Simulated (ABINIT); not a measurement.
Runs of ABINIT 10.8.3 (patched build) on P. Symmetry: Cmce, No. 64, orthorhombic system. The conventional cell has a = 3.295 Å, b = 10.930 Å, c = 4.544 Å, α = 90.00°, β = 90.00°, γ = 90.00°. Around P (site symmetry m) lie 3 P at 2.20 to 2.25 Å. 

```tsv
level	potentials or basis	cell	cutoff (eV)	fine-grid cutoff	gap on the mesh (eV)	pressure (GPa)	largest force (eV/Å)
revPBE	PseudoDojo NC SR PBE v0.4.1 standard	as given	599	-	(a)	3.0	0.32
LDA	JTH PAW LDA v2.0	atoms moved at random	544	1088.46 eV	none	-2.0	0.42
PBE	PseudoDojo NC SR PBE v0.4.1 standard	cell relaxed	599	-	0.12	0.0	-
PBEsol	PseudoDojo NC SR PBEsol v0.4.1 standard	as given	490	-	none	(b)	0.31
r2SCAN	PseudoDojo NC SR PBE v0.4.1 standard	as given	517	-	0.18	1.7	(c)
```

Alike in all rows: task single point; no spin polarisation; k mesh 6 × 6 × 4; smearing fermi-dirac 0.05 eV.

Task: Estimate the missing entries.

Result: (a) 0.15; (b) -0.6; (c) 0.29.

Caveats: the potentials were made for another functional, which shifts forces and pressure (some runs); the cutoff is short for stress, so the pressure is rough (some runs); a meta-GGA on potentials with a model core is unreliable (some runs).

A k mesh can miss the band edges.

A gap of «none» marks a metal or a gap under the smearing width.
